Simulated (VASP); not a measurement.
Write the native input for VASP 6.6.1 that does the following.

- Task: single point
- Functional: PBE
- Potentials or basis: VASP PAW PBE potentials, release 64 (Ti_sv, Al)
- Cutoff: 520 eV
- k mesh: 16 × 16 × 16
- Occupations: gaussian, width 0.1 eV
- Spin: no spin polarisation
- Dipole correction: no
- Further INCAR settings: ALGO = Fast; EDIFF = 1e-06; NBANDS = 18

The structure of TiAl3 lies in POSCAR:

```
TiAl3
1.0
   -1.9226734295      1.9226734295      4.3114047961
    1.9226734295     -1.9226734295      4.3114047961
    1.9226734295      1.9226734295     -4.3114047961
Ti Al
1 3
Direct
    0.0000000000      0.0000000000      0.0000000000
    0.5000000000      0.5000000000      0.0000000000
    0.7500000000      0.2500000000      0.5000000000
    0.2500000000      0.7500000000      0.5000000000
```

The cell comes from a database or a generator and needn't be the stable form of this composition.

These files were run (other wordings do the same):

INCAR

```
PREC = Accurate ; ENCUT = 520
EDIFF = 1E-6 ; ISMEAR = 0
SIGMA = 0.1 ; LREAL = F
LASPH = T ; NELM = 100
ALGO = Fast ; ISIF = 2
LWAVE = F ; LCHARG = F
GGA = PE ; NBANDS = 18
```

KPOINTS

```
regular mesh
0
Gamma
  16 16 16
```

Potentials or basis: VASP PAW PBE potentials, release 64 (Ti_sv, Al).

Run with:

```bash
$ cat potpaw_PBE.64/Ti_sv/POTCAR potpaw_PBE.64/Al/POTCAR > POTCAR
$ mpirun -np 1 vasp_std > vasp.out
```

Results of the run:

```yaml
Pressure: -0.1 GPa
Band_gap_on_the_k_mesh: none (metal or under the smearing width)
```

It took 17 min on 1 thread of Intel(R) Xeon(R) Platinum 8375C CPU @ 2.90GHz (Ice Lake), with other jobs on the host, peak memory 0.54 GiB.
